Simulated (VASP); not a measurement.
# Cl (Fm-3m) in VASP: single point with LDA

Aim: the single point of Cl with LDA.

Everything below comes from runs of VASP 6.6.1. Logs are shortened: lines on timing, memory, paths and dates and some standing lists are left out, and cuts for length are marked.

## (1) Starting point

The structure is cubic, space group Fm-3m (No. 225). The conventional cell has a = 5.130 Å, b = 5.130 Å, c = 5.130 Å, α = 90.00°, β = 90.00°, γ = 90.00°. Around Cl (site symmetry m-3m) lie 12 Cl at 3.63 Å.

The real solid is made of molecules; this cell is a model form.

## (2) Single point, LDA

Input file INCAR:

```
SYSTEM = Cl
ALGO = Fast ; EDIFF = 1E-6
ENCUT = 520 ; GGA = CA
ISIF = 2 ; ISMEAR = -1
LASPH = .True. ; LCHARG = .True.
LELF = .True. ; LREAL = .False.
LVHAR = .True. ; LWAVE = .False.
NBANDS = 10 ; NELM = 100
PREC = Accurate ; SIGMA = 0.15
```

Input file KPOINTS:

```
k-points
0
Gamma
  6 6 6
  0 0 0
```

Input file POSCAR:

```
Cl
1.0
    0.0000000000      2.5647700000      2.5647700000
    2.5647700000      0.0000000000      2.5647700000
    2.5647700000      2.5647700000      0.0000000000
Cl
1
Direct
    0.5000000000      0.5000000000      0.5000000000
```

Potentials or basis: VASP PAW LDA potentials, release 64 (Cl).

Started as:

```console
> cat potpaw_LDA.64/Cl/POTCAR > POTCAR
> mpirun -np 1 vasp_std > vasp.out
```

OUTCAR:

```text
SYSTEM = Cl
   EDIFF = 1E-6
   ENCUT = 520
   GGA = CA
   ISIF = 2
   ISMEAR = -1
   LASPH = .True.
   LREAL = .False.
   NELM = 100
   PREC = Accurate

 ion  position               nearest neighbor table
   1  0.500  0.500  0.500-

  LATTYP: Found a face centered cubic cell.
 ALAT       =     5.1295400000

  Lattice vectors:

 A1 = (   0.0000000000,   2.5647700000,   2.5647700000)
 A2 = (   2.5647700000,   0.0000000000,   2.5647700000)
 A3 = (   2.5647700000,   2.5647700000,   0.0000000000)

Analysis of symmetry for initial positions (statically):
=====================================================================
 Subroutine PRICEL returns:
 Original cell was already a primitive cell.

 Routine SETGRP: Setting up the symmetry group for a
 face centered cubic supercell.

 Subroutine GETGRP returns: Found 48 space group operations
 (whereof 48 operations were pure point group operations)
 out of a pool of 48 trial point group operations.

The static configuration has the point symmetry O_h .

Analysis of symmetry for dynamics (positions and initial velocities):
=====================================================================
 Subroutine PRICEL returns:
 Original cell was already a primitive cell.

 Routine SETGRP: Setting up the symmetry group for a
 face centered cubic supercell.

 Subroutine GETGRP returns: Found 48 space group operations
 (whereof 48 operations were pure point group operations)
 out of a pool of 48 trial point group operations.

The dynamic configuration has the point symmetry O_h .

 Subroutine INISYM returns: Found 48 space group operations
 (whereof 48 operations are pure point group operations),
 and found     1 'primitive' translations

----------------------------------------------------------------------------------------

                                     Primitive cell

  volume of cell :      33.7423

  direct lattice vectors                    reciprocal lattice vectors
     0.000000000  2.564770000  2.564770000    -0.194949255  0.194949255  0.194949255
     2.564770000  0.000000000  2.564770000     0.194949255 -0.194949255  0.194949255
     2.564770000  2.564770000  0.000000000     0.194949255  0.194949255 -0.194949255

  length of vectors
     3.627132518  3.627132518  3.627132518     0.337662014  0.337662014  0.337662014

  position of ions in fractional coordinates (direct lattice)
     0.500000000  0.500000000  0.500000000

  ion indices of the primitive-cell ions
   primitive index   ion index
                 1           1

----------------------------------------------------------------------------------------

 KPOINTS: k-points

Automatic generation of k-mesh.
 Grid dimensions read from file:
 generate k-points for:    6    6    6

 Generating k-lattice:

  Cartesian coordinates                     Fractional coordinates (reciprocal lattice)
    -0.032491542  0.032491542  0.032491542     0.166666667  0.000000000  0.000000000
     0.032491542 -0.032491542  0.032491542     0.000000000  0.166666667  0.000000000
     0.032491542  0.032491542 -0.032491542     0.000000000  0.000000000  0.166666667

  Length of vectors
     0.056277002  0.056277002  0.056277002

  Shift w.r.t. Gamma in fractional coordinates (k-lattice)
     0.000000000  0.000000000  0.000000000

 Subroutine IBZKPT returns following result:
 ===========================================

 Found     16 irreducible k-points:

 Following reciprocal coordinates:
            Coordinates               Weight
  0.000000  0.000000  0.000000      1.000000
  0.166667  0.000000  0.000000      8.000000
  0.333333  0.000000  0.000000      8.000000
  0.500000  0.000000  0.000000      4.000000
  0.166667  0.166667  0.000000      6.000000
  0.333333  0.166667  0.000000     24.000000
[... 8 lines left out ...]
 -0.333333  0.333333  0.166667     24.000000
 -0.333333  0.500000  0.166667     12.000000
   k-points           NKPTS =     16   k-points in BZ     NKDIM =     16   number of bands    NBANDS=     10
   number of dos      NEDOS =    301   number of ions     NIONS =      1
   total plane-waves  NPLWV =  21952
   dimension x,y,z NGX =    28 NGY =   28 NGZ =   28
   dimension x,y,z NGXF=    56 NGYF=   56 NGZF=   56
   ions per type =               1
   NGX,Y,Z   is equivalent  to a cutoff of  12.83, 12.83, 12.83 a.u.
   NGXF,Y,Z  is equivalent  to a cutoff of  25.67, 25.67, 25.67 a.u.
 SYSTEM =  Cl
   PREC   = accura    normal or accurate (medium, high low for compatibility)
   ISTART =      0    job   : 0-new  1-cont  2-samecut
   ICHARG =      2    charge: 1-file 2-atom 10-const
   ISPIN  =      1    spin polarized calculation?
   LNONCOLLINEAR =      F non collinear calculations
   LSORBIT =      F    spin-orbit coupling
   LASPH  =      T    aspherical Exc in radial PAW
   ENCUT  =  520.0 eV  38.22 Ry    6.18 a.u.   6.74  6.74  6.74*2*pi/ulx,y,z
   NELM   =    100;   NELMIN=  2; NELMDL= -5     # of ELM steps
   EDIFF  = 0.1E-05   stopping-criterion for ELM
   LREAL  =      F    real-space projection
   EDIFFG = 0.1E-04   stopping-criterion for IOM
   NSW    =      0    number of steps for IOM
   IBRION =     -1    ionic relax: 0-MD 1-quasi-New 2-CG
   NFREE  =      0    steps in history (QN), initial steepest desc. (CG)
   ISIF   =      2    stress and relaxation
   ISYM   =      2    0-nonsym 1-usesym 2-fastsym
   POTIM  = 0.5000    time-step for ionic-motion
   TEBEG  =    0.0;   TEEND  =   0.0 temperature during run
   PSTRESS=    0.0 pullay stress
   NELECT =       7.0000    total number of electrons
   NUPDOWN=      -1.0000    fix difference up-down
   EMIN   =  10.00;   EMAX   =-10.00  energy-range for DOS
   EFERMI =   0.00;   METHOD = LEGACY
   ISMEAR =    -1;   SIGMA  =   0.15  broadening in eV -4-tet -1-fermi 0-gaus
   EFERMI_NEDOS =   21; number of points for ismear=-14 and -15
   IALGO  =     68    algorithm
   IMIX   =      4    mixing-type and parameters
     AMIX     =   0.40;   BMIX     =  1.00
     AMIX_MAG =   1.60;   BMIX_MAG =  1.00
  volume/ion in A,a.u.               =      33.74       227.70
  Fermi-wavevector in a.u.,A,eV,Ry     =   0.969131  1.831392 12.778791  0.939215
  Thomas-Fermi vector in A             =   2.099158
   LORBIT       =      0    0 simple, 1 ext, 2 COOP (PROOUT), +10 PAW based schemes
   GGA     = CA    functional components
   LHFCALC =     F    Hartree Fock is set to
   AEXX    =    0.0000 exact exchange contribution
   IVDW    =     0    specifies the selected vdW correction
   LEPSILON=     F    determine dielectric tensor
   LRPA    =     F    only Hartree local field effects (RPA)
 non-spin polarized calculation
 RMM-DIIS sequential band-by-band and
  energy-cutoff  :      520.00
  volume of cell :       33.74
 maximum number of plane-waves:       934
   NGX = 13   NGY = 13   NGZ = 13

 number of electron       7.0000001 magnetization

 Free energy of the ion-electron system (eV)
  ---------------------------------------------------
  ext. energy  EPLUGINS =         0.00000000
  ---------------------------------------------------
  free energy    TOTEN  =        -1.05503926 eV

  energy without entropy =       -0.82728131  energy(sigma->0) =       -0.94116029

 E-fermi :  -2.5983     XC(G=0):  -7.9658

 val. band max:       -2.6719445946   @ k =   0.3333   0.1667   0.0000
 cond. band min:      -2.5612648846   @ k =  -0.3333   0.1667   0.0000
 fundamental gap:      0.1106797101
 Fermi energy:        -2.5983359033

 k-point     1 :       0.0000    0.0000    0.0000
  band No.  band energies     occupation
      1     -15.7972      2.00000
      2      -2.2939      0.23232
      3      -2.2939      0.23232
      4      -2.2939      0.23232
      5       4.7003      0.00000
      6      11.0313      0.00000
      7      11.0313      0.00000
      8      11.0313      0.00000
      9      13.8787      0.00000
     10      13.8787      0.00000

 k-point     2 :       0.1667    0.0000    0.0000
  band No.  band energies     occupation
      1     -15.6778      2.00000
      2      -3.0162      1.88380
      3      -2.3625      0.34371
      4      -2.3625      0.34371
      5       5.5970      0.00000
      6      10.1034      0.00000
      7      11.3154      0.00000
      8      11.3154      0.00000
      9      13.3419      0.00000
     10      13.3419      0.00000

 k-point     3 :       0.3333    0.0000    0.0000
  band No.  band energies     occupation
      1     -15.4219      2.00000
      2      -4.1956      1.99995
      3      -2.4925      0.66111
      4      -2.4925      0.66111
      5       6.7228      0.00000
      6       9.7917      0.00000
      7      10.9368      0.00000
      8      10.9368      0.00000
      9      14.4125      0.00000
     10      14.4127      0.00000

 k-point     4 :       0.5000    0.0000    0.0000
  band No.  band energies     occupation
      1     -15.2840      2.00000
      2      -4.7136      2.00000
      3      -2.5544      0.85468
      4      -2.5544      0.85468
      5       6.8263      0.00000
      6      10.3287      0.00000
      7      10.5847      0.00000
      8      10.5847      0.00000
      9      15.4258      0.00000
     10      16.0437      0.00000
[... 118 lines left out ...]
 k-point    14 :       0.5000    0.3333    0.1667
  band No.  band energies     occupation
      1     -15.2508      2.00000
      2      -4.1224      1.99992
      3      -3.2688      1.97736
      4      -2.7966      1.57905
      5       7.7104      0.00000
      6       8.8528      0.00000
      7       9.4786      0.00000
      8      12.5423      0.00000
      9      13.8656      0.00000
     10      16.9224      0.00000

 k-point    15 :      -0.3333    0.3333    0.1667
  band No.  band energies     occupation
      1     -15.1585      2.00000
      2      -4.1803      1.99995
      3      -3.5626      1.99678
      4      -2.9380      1.81173
      5       7.9432      0.00000
      6       8.7408      0.00000
      7       9.9392      0.00000
      8      12.0484      0.00000
      9      14.9904      0.00000
     10      16.7522      0.00000

 k-point    16 :      -0.3333    0.5000    0.1667
  band No.  band energies     occupation
      1     -15.1163      2.00000
      2      -4.1762      1.99995
      3      -3.4915      1.99483
      4      -3.1877      1.96145
      5       7.0967      0.00000
      6       8.5162      0.00000
      7      10.7496      0.00000
      8      12.5688      0.00000
      9      16.8083      0.00000
     10      16.8512      0.00000

------------------------ aborting loop because EDIFF is reached ----------------------------------------

  FORCE on cell =-STRESS in cart. coord.  units (eV):
  Direction    XX          YY          ZZ          XY          YZ          ZX
  --------------------------------------------------------------------------------------
  -------------------------------------------------------------------------------------
  Total       -1.1949682     -1.1949682     -1.1949682      0.0000000     -0.0000000      0.0000000
  in kB      -56.7403049    -56.7403049    -56.7403049      0.0000000     -0.0000000      0.0000000
  external PRESSURE =     -56.7403049 kB  Pullay stress =       0.0000000 kB

 VOLUME and BASIS-vectors are now :
 -----------------------------------------------------------------------------
  energy-cutoff  :      520.00
  volume of cell :       33.74
      direct lattice vectors                 reciprocal lattice vectors
     0.000000000  2.564770000  2.564770000    -0.194949255  0.194949255  0.194949255
     2.564770000  0.000000000  2.564770000     0.194949255 -0.194949255  0.194949255
     2.564770000  2.564770000  0.000000000     0.194949255  0.194949255 -0.194949255

 POSITION                                       TOTAL-FORCE (eV/Angst)
 -----------------------------------------------------------------------------------
      2.56477      2.56477      2.56477         0.000000     -0.000000     -0.000000
 -----------------------------------------------------------------------------------
    total drift:                                0.000000      0.000000      0.000000

  FREE ENERGIE OF THE ION-ELECTRON SYSTEM (eV)
  ---------------------------------------------------
  free  energy   TOTEN  =        -1.0550392615 eV

  energy  without entropy=       -0.8272813117  energy(sigma->0) =       -0.94116029
```

It took 4.8 s on 1 thread of Intel Xeon Platinum 8259CL at 2.50GHz (Skylake/Cascade Lake), shared host; peak memory 0.13 GiB.

What came out:

- Free energy: -1.0550 eV
- Pressure: -5.7 GPa
- Band gap on the k mesh: none (metal or under the smearing width)

Levels at points of the mesh, in eV from the Fermi level:
| k point | band 2 | band 3 | band 4 | band 5 | band 6 | band 7 |
| --- | --- | --- | --- | --- | --- | --- |
| (0.00, 0.00, 0.00) | 0.30 | 0.30 | 0.30 | 7.30 | 13.63 | 13.63 |
| (0.50, 0.00, 0.00) | -2.12 | 0.04 | 0.04 | 9.42 | 12.93 | 13.18 |
| (0.50, 0.50, 0.00) | -1.87 | -0.49 | -0.49 | 8.75 | 10.09 | 14.78 |

Caveat: an odd number of electrons without spin polarisation forces a metal; a magnetic or distorted state may lie lower.
